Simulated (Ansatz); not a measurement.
KCl:

```
K Cl
1.0
     3.89477    0.04732   -0.02032
     0.04732    3.81320   -0.02918
    -0.02032   -0.02918    3.81111
K Cl
1 1
Direct
  0.00000 0.00000 0.00000
  0.50000 0.50000 0.50000
```

The cell comes from a database or a generator and needn't be the stable form of this composition.

The cell isn't the ideal one: cell strained at random at fixed volume.

Below is the output of Ansatz 0.2.0 for this cell. Logs are shortened: lines on timing, memory, paths and dates and some standing lists are left out, and cuts for length are marked.

```text
Warning: RAYON_NUM_THREADS=1 ignored (pool sized by the plan → 1); use --threads N
LAPW: plane waves up to 5.404 Å⁻¹, error target 3.0e-3 eV per atom; small_component_spin mean_spin; Cl in spheres of 1.634 Å, 13 of its electrons in bands, Dirac shells []; K in spheres of 1.659 Å, 9 of its electrons in bands, Dirac shells [] (how accurate: hamiltonian.pseudopotentials.lapw.basis_error, Limitations)
Engine: ansatz 0.2.0, x86_64-unknown-linux-gnu
Pseudopotentials: kind: all_electron
Pseudopotential: K, LAPW, valence charge 9, lapw/all_electron/scalar/gaussian/K, Koelling and Harmon's equation, gaussian nucleus
Pseudopotential: Cl, LAPW, valence charge 13, lapw/all_electron/scalar/gaussian/Cl, Koelling and Harmon's equation, gaussian nucleus
Functional definition: PBE
  parameter kappa = 0.804
  parameter beta = 0.06672455060314922
  exchange = pbe_x(kappa = kappa, mu = beta*pi^2/3)
  correlation = pbe_c(beta = beta)
Crystal: 2 atoms, lattice volume = 56.588 Å³
Basis set: ecut = 111.24723739445017 eV, 155 PW (Γ), exchange–correlation at level 2
Bands: 15, of which v1, the nominal top of the filled ones, is band 11 counted from 1 (10 counted from 0)
Symmetry: 2 space group operations
Space group: P-1 (ITA 2), of the structure as read, at distance tolerance 3.8e-5 Å
k-points: 36 of 64
Non-local potential: K, projectors of the file, none
Non-local potential: Cl, projectors of the file, none
Initial density: superposition of atomic densities (chi_scale 0.1, normalization cell, long waves kept (reshape's long-wave potential 0.00 eV rms))
Initial wavefunctions: plane waves of lowest kinetic energy (no species holds an atomic orbital)
Functional: x = pbe(κ = 0.804, μ = 0.2195149727645171), c = pbe(β = 0.06672455060314922)
iter 1 solved again at ethr=1.87e-3 eV; its pass at ethr=1.00e-1 eV (dr2=4.12e-1 eV) is discarded
SCF iter   1: F=—  HF=-28946.743241 eV  |F-HF|=—  |Δ(HF+E_count)|=         —  Δρ=1.70e-2  dr2=4.12e-1  ethr=1.87e-3  ⟨swp⟩=2.1  Hψ=3720  notcnv=0
preconditioner: auto → none  [insulator: Δε(μ)=5.674 eV  Ē_g=15.466 eV  σ=0.030 eV  W_gap=1.00  n_scr=14 (ndim 8)  ℏωp=18.5 eV  f_vac=0.000  D(μ)=0.00/eV (n_scr^D=0)  ε∞_Penn≈2.4]
iter 2 solved again at ethr=9.69e-5 eV; its pass at ethr=1.87e-3 eV (dr2=2.13e-2 eV) is discarded
SCF iter   2: F=—  HF=-28946.433368 eV  |F-HF|=—  |Δ(HF+E_count)|=   3.10e-1  Δρ=3.85e-3  dr2=2.13e-2  ethr=9.69e-5  ⟨swp⟩=2.0  Hψ=3062  notcnv=0
SCF iter   3: F=—  HF=-28946.429256 eV  |F-HF|=—  |Δ(HF+E_count)|=   4.11e-3  Δρ=2.52e-3  dr2=9.06e-3  ethr=9.68e-5  ⟨swp⟩=2.2  Hψ=1884  notcnv=0
SCF iter   4: F=—  HF=-28946.431988 eV  |F-HF|=—  |Δ(HF+E_count)|=   2.73e-3  Δρ=1.34e-4  dr2=1.11e-5  ethr=4.12e-5  ⟨swp⟩=2.5  Hψ=1881  notcnv=0
SCF iter   5: F=—  HF=-28946.432028 eV  |F-HF|=—  |Δ(HF+E_count)|=   3.96e-5  Δρ=3.81e-5  dr2=1.13e-6  ethr=5.05e-8  ⟨swp⟩=3.0  Hψ=1965  notcnv=0
SCF iter   6: F=-28946.432031 eV  HF=-28946.432031 eV  |F-HF|=6.35e-8  |Δ(HF+E_count)|=   3.58e-6  Δρ=6.16e-6  dr2=2.43e-8  ethr=5.13e-9  ⟨swp⟩=3.0  Hψ=1903  notcnv=0
SCF 1 converged in 6 iterations: F = -28946.432031 eV  dr2 = 2.43e-8
SCF converged after 6 iterations
Free energy (F): -28946.432031 eV
Harris-Foulkes:  -28946.432031 eV  (|F-HF|=6.35e-8)
Internal energy: -28946.432031 eV  (E = F + TS)
E sigma→0 (E₀):  -28946.432031 eV
Fermi energy:    5.045756 eV
--- Per-component energies (eV) ---
  E_band       = -1191.173451
  E_kinetic    = 29123.925449
  E_xc         = -1678.815697
  E_electrostatic = -56391.541783  (all electrons and nuclei)
  E_smearing   = -0.000000  (= −TS)
  E_closure    = 0.000000  (closes the sum)
  E_atoms      = -28939.818367  (free atoms, spherical and without spin; not in F)
  Σ components = -28946.432031   (vs F -28946.432031, Δ=0.00e0)
  Basis errors (estimates in eV, not in F): energy 9.3e-4 per atom: plane waves 8.5e-4 (4.6e-4 summed), levels above the bands 6.4e-103, relativity 8.8e-8, radial functions 8.6e-5, core shells 7.2e-7; eigenvalues (radial functions only) 5.8e-5; not estimated: angular momenta, meshes, grids; target (lapw.basis_error) 3.0e-3; muffin-tin radii Cl 1.634 Å, K 1.659 Å
--- Forces (eV/Å), atoms counted from 1 ---
  atom   1  K      0.00000000     0.00000000     0.00000000
  atom   2  Cl     0.00000000     0.00000000     0.00000000
  max |Σ_I F_I| component: 0.00e0 eV/Å
--- Stress (GPa, compression-positive) ---
       -0.626275      -0.092091       0.022999
       -0.092091       0.285187       0.044540
        0.022999       0.044540       0.310332
  P = ⅓ Tr σ = -0.0103 GPa (-0.103 kbar)
--- Band table (eV; the first three rows and the last of 36) ---
  k-point 0: bands = ["-179.7362", "-179.7323", "-179.7321", "-25.4394", "-9.9439", "-8.8316", "-8.8234", "-8.8229", "2.3438", "2.4491", "2.4689", "7.4122", "9.1451", "9.2236", "13.0773"]
  k-point 1: bands = ["-179.7362", "-179.7323", "-179.7321", "-25.4291", "-10.0278", "-8.8157", "-8.8083", "-8.7585", "1.5583", "2.3374", "2.4641", "8.6196", "9.6701", "10.2771", "12.9623"]
  k-point 2: bands = ["-179.7362", "-179.7323", "-179.7321", "-25.4188", "-10.1155", "-8.7999", "-8.7924", "-8.6832", "0.8660", "2.3282", "2.4700", "10.3058", "10.5297", "10.9147", "12.6709"]
  k-point 35: bands = ["-179.7362", "-179.7323", "-179.7321", "-25.3858", "-9.5500", "-9.0097", "-9.0021", "-8.9654", "1.2993", "1.3089", "1.3388", "11.2235", "11.4380", "11.5121", "12.2899"]
```

Question: What input gives this log?

Answer: Single point with PBE, no spin polarisation. The files as run (others can give the same):

input.yaml
```yaml
crystal:
  lattice:
    - [3.894768, 0.04732, -0.020317]
    - [0.04732, 3.813202, -0.029181]
    - [-0.020317, -0.029181, 3.811114]
  atoms:
    - { symbol: K, position: [0.0, 0.0, 0.0] }
    - { symbol: Cl, position: [0.5, 0.5, 0.5] }
kpoints:
  mp_grid: { grid: [4, 4, 4] }
scf:
  occupations: { method: fermi_dirac, width: 0.03 }
hamiltonian:
  xc: pbe
  pseudopotentials: { kind: all_electron, lapw: { basis_error: 0.003 } }
output:
  forces: true
  stress: true
  eigenvalues: true
```

Potentials or basis: all-electron LAPW, scalar-relativistic.
Launch:
```sh
$ ansatz run input.yaml --threads 1 --pin off --max-ram 3072MiB --backend cpu --events-out ev --progress --plain --runs-dir out
```
